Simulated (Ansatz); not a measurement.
**SiC, zinc blende: band edges under a change of volume**

How fast do the gaps move when the cell is scaled evenly? The geometries come from the semilocal relaxation.

Calculated with Ansatz 0.2.0, HSE06, PAW files of the set soft_1, cutoff 600 eV, Fermi–Dirac smearing 0.02 eV, k-mesh 7×7×7, no spin polarisation, no spin-orbit coupling.

Reference cell, relaxed at zero pressure with PBEsol (F-43m): a = 3.0807 Å, b = 3.0807 Å, c = 3.0807 Å, α = 60.00°, β = 60.00°, γ = 60.00°.

```
atom       x       y       z
  Si  0.0000  0.0000  0.0000
   C  0.7500  0.7500  0.7500
```

Levels are read on the k-mesh and along lines from Γ to X = (0.5, 0, 0.5), L = (0.5, 0.5, 0.5), K = (0.375, 0.375, 0.75) and W = (0.5, 0.25, 0.75) in the reciprocal basis of this cell (the letters only name these points), and count from the highest filled level.

| ln(V/V0) | gap (eV) | direct gap at Γ (eV) | lowest empty at X (eV) |
| --- | --- | --- | --- |
| −0.0619 | 2.188 | 8.291 | 2.188 |
| −0.0202 | 2.216 | 7.768 | 2.216 |
| 0.0000 | 2.228 | 7.515 | 2.228 |
| 0.0198 | 2.240 | 7.268 | 2.240 |
| 0.0392 | 2.250 | 7.027 | 2.250 |
| 0.0583 | 2.260 | 6.790 | 2.260 |

**Question.** Fit the lowest empty level at X and give it at ln(V/V0) = −0.0408, a row left out above.

A straight line through the 6 rows: the means are 0.005867 for ln(V/V0) and 2.2303 for the level, Σ(Δx)² = 0.009361 and ΣΔxΔy = 0.005602, so the slope is 0.005602/0.009361 = 0.5984 and the intercept 2.2303 − (0.5984)(0.005867) = 2.2268.

The slope is the volume deformation potential of this gap, 0.60 eV, as a mean over the range. The line gives 2.202 eV. The run itself gives 2.202 eV, so the estimate misses by 0.000 eV, a rounding's worth.

The gap lies below the direct one at Γ in every row.

[Logs are printed without paths, hosts, clocks, repeated set-up lines and the standing remarks that a program may print on its own settings, such as how far it seeks lower states.]
